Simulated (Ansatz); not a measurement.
**One atom moved along a line in ZnS**

All numbers below come from DFT PBEsol, scalar-relativistic, plane waves, PAW (Ansatz). The runs took a 420 eV cutoff, a Γ-centred 6×6×6 mesh and Gaussian smearing (0.05 eV). No spin polarisation. Energies are free energies at this smearing, counted from the undisturbed cell; pressure is positive in compression.

The undisturbed cell (relaxed at this level):

```
CELL_PARAMETERS angstrom
5.35652 0.00000 0.00000
0.00000 -5.35652 0.00000
0.00000 0.00000 -5.35652
ATOMIC_POSITIONS crystal
Zn 0.00000 0.00000 0.00000
Zn 0.50000 0.50000 0.00000
Zn 0.50000 0.00000 0.50000
Zn 0.00000 0.50000 0.50000
S 0.75000 0.75000 0.75000
S 0.25000 0.25000 0.75000
S 0.25000 0.75000 0.25000
S 0.75000 0.25000 0.25000
```

Atom 1 (Zn) is moved by x along the Cartesian unit vector (-0.707, 0.707, 0.000); the cell and all other atoms stay fixed.

| x (Å) | ΔE (meV/cell) |
| --- | --- |
| -0.4500 | 831.4 |
| -0.2700 | 273.0 |
| 0.0000 | 0.0 |
| 0.1800 | 117.6 |
| 0.3600 | 505.9 |

(1) Predict the pressure (GPa) at each point.

## Answers

(1)
```tsv
x (Å)	pressure (GPa)
-0.4500	2.1
-0.2700	0.7
0.0000	0.0
0.1800	0.3
0.3600	1.3
```

Cost: 5 runs of about 3.1 core-minutes in all, on Arm Neoverse V2 (shared hosts).